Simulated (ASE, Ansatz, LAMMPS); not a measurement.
**Convergence of a linear-scaling basis for bare Al-Cu alloy nanowire along [110] (26 atoms)**

Wanted: errors and times of a linear-scaling basis for bare Al-Cu alloy nanowire along [110] (26 atoms). A setting counts as converged where the r.m.s. difference of forces stays under 1 % of the r.m.s. force.

Calculated with Ansatz 0.2.0; Kohn-Sham DFT, PBE, PAW (set soft_2), plane waves.

## (1) The starting structure

The cell holds 26 atoms: 13 Cu and 13 Al. Its edges and angles: a = 17.100 Å, b = 14.728 Å, c = 5.162 Å, α = 90.0°, β = 90.0°, γ = 90.0°. It derives from Al (fcc) and Cu. Hexagon section of size parameter 4.53 Å cut from fcc Al (a = 4.05 Å) along [110], 2 periods, 9 Å of vacuum, 13 atoms Cu at random; minimised with a classical potential (one cell length free). Vacuum lies along a and b. The structure repeats along c.

What the set-up can't give: The cell is under 6 Å thick along one periodic direction, so every atom has periodic images of itself close by, which move with it and show among its neighbours and in g(r). The host structure and its lattice constant were typed by rule, without a check against the phase diagram. Beside vacuum, support functions can miss their usual error bounds without a warning.

## (2) How the cell was made

A minimisation with a classical potential prepares the built cell.

This step: classical potential: EAM (Cai and Ye, Phys. Rev. B 54, 8398 (1996)) (LAMMPS stable Jul 2025 - Update 4).

The input, in.lammps:

```
units metal
atom_style atomic
boundary p p p
atom_modify map array
read_data structure.data
pair_style eam/alloy
pair_coeff * * AlCu.eam.alloy Al Cu
thermo_style custom step temp pe press lx ly lz fmax
thermo 200
min_style cg
minimize 0 1e-4 3000 30000
fix box all box/relax z 0.0 vmax 0.001
minimize 0 1e-4 3000 30000
unfix box
minimize 0 1e-4 2000 20000
write_data relaxed.data nocoeff
```

On the command line:

```sh
> lmp -in in.lammps -log log.lammps -screen none -nocite
```

Numbers of over 12 decimals in the logs are rounded to 6 here.

Log:

```text
LAMMPS (22 Jul 2025 - Update 4)
  26 atoms
   Step          Temp          PotEng         Press            Lx             Ly             Lz            Fmax     
         0   0             -77.411668     -33870.111      17.1           14.727565      5.7275649      2.0256603    
        88   0             -81.682892     -3959.8909      17.1           14.727565      5.7275649      0.0054111536 
Loop time of 0.0444108 on 1 procs for 88 steps with 26 atoms
Minimization stats:
  Stopping criterion = linesearch alpha is zero
  Energy initial, next-to-last, final = 
     -77.4116676577658  -81.6828915604406  -81.6828915604406
[... 14 lines left out ...]
  Iterations, force evaluations = 176 239
   Step          Temp          PotEng         Press            Lx             Ly             Lz            Fmax     
       264   0             -82.476825      80.232033      17.1           14.727565      5.1623723      0.091534107  
       362   0             -83.688933      2874.0362      17.1           14.727565      5.1623723      3.175019e-05 
Loop time of 0.0440484 on 1 procs for 98 steps with 26 atoms
Minimization stats:
  Stopping criterion = force tolerance
  Energy initial, next-to-last, final = 
     -82.4768253291298  -83.6889327992016  -83.6889328006751
  Force two-norm initial, final = 0.22788311 9.5162719e-05
  Force max component initial, final = 0.091534107 3.175019e-05
  Iterations, force evaluations = 98 184
```

The job ended after 0.84 s (1 thread of Intel Xeon at 2.80GHz (Skylake/Cascade Lake), shared host).

## (3) Plane-wave single point

The first run fixes the reference, at a cutoff of 420 eV.

The input, input.yaml:

```yaml
crystal:
  lattice:
    - [17.1, 0.0, 0.0]
    - [0.0, 14.72756, 0.0]
    - [0.0, 0.0, 5.16237]
  atoms:
    - { symbol: Cu, position: [0.36794, 0.32408, 0.22542] }
    - { symbol: Cu, position: [0.44153, 0.4437, 0.47745] }
    - { symbol: Al, position: [0.35966, 0.32007, 0.72878] }
    - { symbol: Cu, position: [0.44188, 0.44267, 0.97323] }
    - { symbol: Cu, position: [0.32018, 0.48698, 0.22007] }
    - { symbol: Cu, position: [0.43455, 0.59815, 0.22985] }
    - { symbol: Cu, position: [0.31454, 0.48612, 0.72013] }
    - { symbol: Al, position: [0.43236, 0.59865, 0.72755] }
    - { symbol: Al, position: [0.3013, 0.64349, 0.9721] }
    - { symbol: Cu, position: [0.30528, 0.63631, 0.46662] }
    - { symbol: Cu, position: [0.49119, 0.27095, 0.97373] }
    - { symbol: Al, position: [0.56599, 0.39261, 0.2289] }
    - { symbol: Cu, position: [0.48511, 0.27224, 0.48182] }
    - { symbol: Cu, position: [0.56576, 0.3938, 0.7283] }
    - { symbol: Al, position: [0.56439, 0.55435, 0.98009] }
    - { symbol: Al, position: [0.56041, 0.71849, 0.2395] }
    - { symbol: Al, position: [0.56795, 0.55151, 0.48265] }
    - { symbol: Al, position: [0.56266, 0.72173, 0.73735] }
    - { symbol: Cu, position: [0.42582, 0.75078, 0.9904] }
    - { symbol: Al, position: [0.41679, 0.75921, 0.48643] }
    - { symbol: Al, position: [0.6551, 0.27392, 0.97558] }
    - { symbol: Al, position: [0.63679, 0.25515, 0.47986] }
    - { symbol: Cu, position: [0.69096, 0.45187, 0.97254] }
    - { symbol: Al, position: [0.70055, 0.43675, 0.47622] }
    - { symbol: Cu, position: [0.69158, 0.60505, 0.22481] }
    - { symbol: Al, position: [0.69971, 0.61135, 0.72392] }
kpoints:
  mp_grid: { grid: [1, 1, 4] }
hamiltonian:
  xc: pbe
scf:
  occupations: { method: fermi_dirac, width: 0.1 }
output:
  forces: true
  populations: intrinsic
  dos:
    method: { smearing: { sigma: 0.08 } }
    de: 0.1
    projected: { site_lists: { Al: [Al], Cu: [Cu] } }
  eigenvalues: true
  write_density: true
  write_potential: true
  volumetric_format: npy
```

On the command line:

```sh
> ansatz run input.yaml --threads 8 --pin off --max-ram 15872MiB --backend cpu --events-out ev --progress --plain --runs-dir out
```

Log:

```text
Engine: ansatz 0.2.0, x86_64-unknown-linux-gnu
Pseudopotentials: kind: paw
Pseudopotential: Cu, paw, valence charge 19, recommended cutoff 420 eV (normal), Cu.paw.azcp
Pseudopotential: Al, paw, valence charge 3, recommended cutoff 420 eV (normal), Al.paw.azcp
[... 5 lines on functional and potentials left out ...]
Crystal: 26 atoms, lattice volume = 1300.098 Å³
Basis set: ecut = 420 eV, 25473 PW (Γ), exchange–correlation on 240×200×72 points (8 copies of the dense FFT grid, shifted against one another)
Bands: 172, of which v1, the nominal top of the filled ones, is band 143 counted from 1 (142 counted from 0)
Symmetry: 1 space group operations
Space group: P1 (ITA 1), of the structure as read, at distance tolerance 1.1e-4 Å
k-points: 3 of 4 (time reversal used)
[... 5 lines on functional and potentials left out ...]
Initial density: superposition of atomic densities (neutral atoms: chi_scale 0, normalization atom), corrected by the library's trained network
Initial wavefunctions: pseudopotential atomic-orbital guess
Functional: x = pbe(κ = 0.804, μ = 0.219515), c = pbe(β = 0.066725)
SCF iter   1: F=—  HF=-93105.804821 eV  |F-HF|=—  |Δ(HF+E_count)|=         —  Δρ=2.18e-3  dr2=1.52e-1  ethr=1.77e-3  ⟨swp⟩=9.0  Hψ=2481  notcnv=0  defer=15
preconditioner: auto → LDOS  [metal: Δε(μ)=0.125 eV  Ē_g=5.906 eV  σ=0.100 eV  W_gap=0.30  n_scr=208 (ndim 8)  ℏωp=13.9 eV  f_vac=0.614  D(μ)=10.44/eV (n_scr^D=30)  β→1.0]
SCF iter   2: F=—  HF=-93105.815849 eV  |F-HF|=—  |Δ(HF+E_count)|=   1.10e-2  Δρ=2.93e-3  dr2=8.03e-2  ethr=5.31e-5  ⟨swp⟩=2.3  Hψ=1075  notcnv=0  defer=20
SCF iter   3: F=—  HF=-93105.815755 eV  |F-HF|=—  |Δ(HF+E_count)|=   9.42e-5  Δρ=2.97e-3  dr2=6.99e-2  ethr=2.81e-5  ⟨swp⟩=2.0  Hψ=992  notcnv=0  defer=20
SCF iter   4: F=—  HF=-93105.804094 eV  |F-HF|=—  |Δ(HF+E_count)|=   1.17e-2  Δρ=9.74e-4  dr2=8.76e-3  ethr=2.44e-5  ⟨swp⟩=2.0  Hψ=624  notcnv=0  defer=20
SCF iter   5: F=—  HF=-93105.802505 eV  |F-HF|=—  |Δ(HF+E_count)|=   1.59e-3  Δρ=3.95e-4  dr2=1.34e-3  ethr=3.06e-6  ⟨swp⟩=2.0  Hψ=744  notcnv=0  defer=20
SCF iter   6: F=—  HF=-93105.802296 eV  |F-HF|=—  |Δ(HF+E_count)|=   2.08e-4  Δρ=6.97e-5  dr2=6.33e-5  ethr=4.69e-7  ⟨swp⟩=2.0  Hψ=853  notcnv=0  defer=20
SCF iter   7: F=—  HF=-93105.802084 eV  |F-HF|=—  |Δ(HF+E_count)|=   2.13e-4  Δρ=3.28e-5  dr2=1.60e-5  ethr=2.21e-8  ⟨swp⟩=2.7  Hψ=1075  notcnv=0  defer=20
SCF iter   8: F=—  HF=-93105.802088 eV  |F-HF|=—  |Δ(HF+E_count)|=   3.98e-6  Δρ=3.13e-5  dr2=9.63e-6  ethr=5.61e-9  ⟨swp⟩=2.0  Hψ=851  notcnv=0  defer=20
SCF iter   9: F=—  HF=-93105.802086 eV  |F-HF|=—  |Δ(HF+E_count)|=   1.09e-6  Δρ=5.68e-6  dr2=5.46e-7  ethr=3.37e-9  ⟨swp⟩=2.0  Hψ=733  notcnv=0  defer=20
SCF iter  10: F=—  HF=-93105.802087 eV  |F-HF|=—  |Δ(HF+E_count)|=   7.10e-7  Δρ=3.42e-6  dr2=1.30e-7  ethr=1.91e-10  ⟨swp⟩=2.0  Hψ=800  notcnv=0  defer=20
SCF iter  11: F=-93105.802087 eV  HF=-93105.802087 eV  |F-HF|=2.71e-8  |Δ(HF+E_count)|=   1.57e-7  Δρ=2.47e-6  dr2=6.00e-8  ethr=3.50e-11  ⟨swp⟩=27.0  Hψ=4156  notcnv=0
SCF 1 converged in 11 iterations: F = -93105.802087 eV  dr2 = 6.00e-8
  greatest PAW one-centre occupation: 1.000 electrons in one spin orbital (limit 2), on the Cu atom at site 4 (counted from 0), in its partial waves of l = 0
WARN: The output density's exchange-correlation potential varies sharply where the density is thin. Do not read a vacuum level from v_tot or v_xc, or from such a field of the output density. On a cell that repeats whose density bears no net charge and no dipole along the vacuum's axis use v_es (v_loc + v_h of the components); [...]
SCF converged after 11 iterations
Free energy (F): -93105.802087 eV
Harris-Foulkes:  -93105.802087 eV  (|F-HF|=2.71e-8)
Internal energy: -93105.454757 eV  (E = F + TS)
E sigma→0 (E₀):  -93105.628422 eV
Entropy (-TS):   -0.347330 eV (-13.359 meV/atom)
Fermi energy:    0.177270 eV
--- Per-component energies (eV) ---
  E_band       = -8957.237491
  E_kinetic    = 4172.672324
  E_local      = -243988.742758  (includes V_loc(G=0)·N_el)
  E_nonlocal   = 5217.406776
  E_hartree    = 116719.810676
  E_xc         = -1659.099165
  E_vxc        = -1848.799095  (∫ρ·V_xc dr)
  E_paw        = -27707.495260  (= ΣΔE_a)
  E_vpaw       = -5949.365426  (= ΣTr[D̂ρ^β])
  E_aug_tail   = 0.003554  (compensation charges beyond the density's cutoff)
  E_ewald      = 54139.989097
  E_smearing   = -0.347330  (= −TS)
  E_closure    = 0.000000  (closes the sum)
  Σ components = -93105.802087   (vs F -93105.802087, Δ=0.00e0)
--- Forces (eV/Å), atoms counted from 1 ---
  atom   1  Cu     0.13364667    -0.03994051     0.01478324
  atom   2  Cu     0.05620297     0.19476997     0.00588054
  atom   3  Al     0.38893537     0.01610716    -0.03523791
  atom   4  Cu     0.04930694     0.30540212     0.03421499
  atom   5  Cu    -0.16796169     0.11432133    -0.03525350
  atom   6  Cu     0.44911490     0.04942736     0.02296029
  atom   7  Cu     0.12613026     0.27058459     0.02791337
  atom   8  Al    -0.18479326    -0.40637125    -0.08444741
  atom   9  Al    -0.21729313    -0.29844785     0.23062493
  atom  10  Cu     0.15983290    -0.16558104     0.13748943
  atom  11  Cu    -0.07604110     0.24731683     0.08903654
  atom  12  Al    -0.68248146    -0.35436376    -0.13932796
  atom  13  Cu     0.05193389     0.19645749    -0.08083496
  atom  14  Cu     0.11741775     0.01407277    -0.12477574
[...]
atom  25  Cu    -0.43329527    -0.47257316     0.10604678
  atom  26  Al     0.39885328    -0.13098195     0.15507670
  max |Σ_I F_I| component: 1.95e-5 eV/Å
--- Band table (eV) ---
  k-point 0: bands = ["-113.1878", "-113.0375", "-112.8752", "-112.8667", [... 156 levels ...], "3.0425", "3.2522", "3.3066", "3.5650", "3.7962", "3.9530", "4.0737", "4.2717", "4.3274", "4.3683", "4.4700", "4.5138"]
  k-point 1: bands = ["-113.1878", "-113.0375", "-112.8749", "-112.8669", [... 156 levels ...], "3.2221", "3.2998", "3.4990", "3.6174", "3.7562", "3.9194", "4.2824", "4.3543", "4.4926", "4.6335", "4.6731", "4.8224"]
  k-point 2: bands = ["-113.1878", "-113.0375", "-112.8747", "-112.8671", [... 156 levels ...], "3.6550", "3.6672", "3.8944", "4.0458", "4.1298", "4.2308", "4.5522", "4.6602", "4.7564", "4.9267", "4.9641", "5.1518"]
--- intrinsic populations: 26 sites ---
  site symbol       q [e]
     0     Cu     18.7046
     1     Cu     18.6388
     2     Al      3.8888
[...]
25     Al      3.3498
  spilling = 0.000000 (of n_electrons = 286.000000)
```

It took 8 s on 8 threads of AMD EPYC 9R45, shared host; peak memory 2.7 GiB.

The column dr2 measures how far the density is from self-consistency, as an energy; F and HF (Harris–Foulkes) agree once it is small.

The program notes that the exchange-correlation potential is rough where the density is thin.

The run gave:

| Quantity | Value |
| --- | --- |
| free energy | -93105.8021 eV |
| free energy per atom | -3580.9924 eV/atom |
| SCF cycles | 11 |
| r.m.s. force component | 0.2179 eV/Å |
| longest force | 0.7815 eV/Å |
| Fermi energy | 0.1773 eV |
| levels partly filled by over 2 per cent | 12 |

Neighbours are counted within 3.23 Å (Al-Al), 3.23 Å (Al-Cu), 3.23 Å (Cu-Cu).

Length of the force by element and coordination:

```
element  coordination  atoms  mean length of the force (eV/Å)  spread  least   most
     Al           all     13                            0.399   0.128  0.232  0.781
     Al             6      2                            0.304  0.0724  0.232  0.377
     Al             7      4                            0.397  0.0524  0.314  0.448
     Al             8      3                            0.376  0.0516  0.314  0.441
     Al            12      4                            0.467   0.191  0.289  0.781
     Cu           all     13                            0.301   0.135  0.140  0.650
     Cu             7      4                            0.376   0.192  0.140  0.650
     Cu             8      5                            0.255  0.0363  0.206  0.300
     Cu            12      4                            0.285   0.110  0.172  0.452
```

Density of states as counts of states in windows of 1 eV (from the Fermi level), total and the larger projections:

```
from (eV)  to (eV)  total  Cu d  Al p  Al s  Cu s
      -18      -11    0.0   0.0   0.0   0.0   0.0
      -11      -10    0.7   0.0   0.1   0.3   0.2
      -10       -9    1.6   0.0   0.5   0.7   0.4
       -9       -8    3.1   0.1   1.1   1.1   0.8
       -8       -7    4.3   0.2   1.8   1.4   0.8
       -7       -6    4.9   0.5   1.8   1.6   1.0
       -6       -5    7.9   2.1   2.5   2.0   1.1
       -5       -4   20.5  14.1   2.9   1.6   1.7
       -4       -3   48.8  43.1   3.3   1.2   0.9
       -3       -2   59.9  53.9   3.4   1.5   0.8
       -2       -1   19.1  11.0   4.9   1.6   1.2
       -1        0   11.3   2.0   6.0   1.2   1.4
        0        1    9.7   1.0   5.0   1.6   1.4
        1        2   10.7   0.6   5.5   1.3   1.6
        2        3   13.1   0.4   6.5   1.7   1.8
        3        4   12.3   0.3   5.2   1.3   1.7
```

The curve was stored every 0.10 eV, coarse against its broadening of 0.08 eV, so these counts are rough.

The stored curve holds about 182 of the 286 electrons; the rest, give or take the few that broadening carries across the Fermi level, lie in deeper levels below its range.

The levels nearest the highest filled one (over half full), pooled over k-points and spins:

```
level less the highest filled one (eV)  occupation
                                -0.266        1.92
                                -0.146        1.75
                                -0.112        1.67
                                -0.054        1.48
                               -0.0039        1.26
                                     0        1.24
                                 0.129       0.626
                                 0.233       0.276
                                 0.235       0.271
                                 0.348       0.097
                                 0.371       0.078
                                 0.481       0.026
```

Valence density in the cb plane at fractional x = 0.560, with atoms of Al and Cu within 0.2 Å of it. It is the smooth field of the valence electrons, not physical close to the nuclei.

Ten steps, logarithmic in the rise over the least value, from '_' (0 e/Å³) to '@' (38 e/Å³), each cell a mean:
```
____________________________
____________________________
____________________________
____________________________
____________________________
____________________________
....________......________..
..__________....__________..
____......__________....____
____......________......____
____......________......____
____......________..________
..........................__
..________......::++**++::..
..__________....--%%@@%%--..
....______........==++--....
..________......__________..
____________....____________
____________________________
____________________________
____________________________
____________________________
____________________________
____________________________
```
Columns run along c (5.2 Å), rows up along b (14.7 Å). Atoms in or near the plane, at fractional coordinates: Al at (0.23, 0.39), Cu at (0.73, 0.39), Al at (0.98, 0.55), Al at (0.24, 0.72), Al at (0.48, 0.55), Al at (0.74, 0.72).

Electrostatic potential energy in the cb plane at fractional x = 0.560, with atoms of Al and Cu within 0.2 Å of it. With pseudopotentials it is smooth inside the atoms' cores, unlike the true potential.

Values in eV, 24 rows by 14 columns, each cell a mean:
```
  5   5   5   5   5   5   5   5   5   5   5   5   5   5
  4   4   4   4   4   4   4   4   4   4   4   4   4   4
  4   4   4   4   4   4   4   4   4   4   4   4   4   4
  4   4   3   3   3   4   4   4   4   3   3   3   4   4
  3   1  -1  -2  -1   1   3   3   1  -1  -3  -2   1   2
 -1  -7 -14 -15 -14  -9  -2  -1  -8 -15 -15 -15 -10  -2
 -4 -15 -13  -6 -10 -16  -6  -5 -15 -12  -6 -11 -16  -6
 -2 -10 -15 -14 -15 -12  -3  -2  -9 -15 -15 -15 -11  -3
 -3  -3  -4  -4  -4  -3  -3  -2  -2  -3  -4  -3  -3  -3
-15 -13  -5  -1  -4 -12 -15 -15 -12  -4  -1  -5 -13 -15
 -7 -16 -11  -4 -10 -17  -8  -8 -16 -11  -4 -11 -16  -7
-16 -14  -6  -2  -6 -14 -15 -15 -15  -6  -2  -6 -14 -15
 -4  -3  -4  -5  -4  -4  -4  -4  -3  -3  -3  -2  -2  -3
 -2 -11 -16 -15 -16 -10  -2  -1 -10 -17 -19 -17  -9  -1
 -5 -16 -12  -6 -12 -16  -5  -3 -17 -19 -19 -19 -16  -3
 -1  -8 -14 -15 -14  -8  -1   0  -6 -14 -16 -14  -6   0
  0   0  -1  -1  -1   0   0   0   1   1   1   1   1   0
  0   1   2   3   2   0  -2  -1   0   2   3   2   1  -1
  2   3   3   4   3   1   0   0   1   3   4   3   2   2
  4   4   4   4   4   3   3   3   3   4   4   4   4   4
  4   4   4   4   4   4   4   4   4   4   4   4   4   4
  5   5   5   5   5   4   4   4   4   5   5   5   5   5
  5   5   5   5   5   5   5   5   5   5   5   5   5   5
  5   5   5   5   5   5   5   5   5   5   5   5   5   5
```
Columns run along c (5.2 Å; values clipped at the 3rd and 97th percentile), rows up along b (14.7 Å). Atoms in or near the plane, at fractional coordinates: Al at (0.23, 0.39), Cu at (0.73, 0.39), Al at (0.98, 0.55), Al at (0.24, 0.72), Al at (0.48, 0.55), Al at (0.74, 0.72).

Within 0.4 eV of the Fermi level the largest share is Al p (59 % of the projected weight).

(Part 1 of 2 ends here.)

[Logs are printed without paths, hosts, clocks, repeated set-up lines and the standing remarks that a program may print on its own settings, such as how far it seeks lower states.]

[Hosts, paths, dates, database ids (printed as entryN), source tags and the programs' standing remarks are cut or masked in the printed files.]
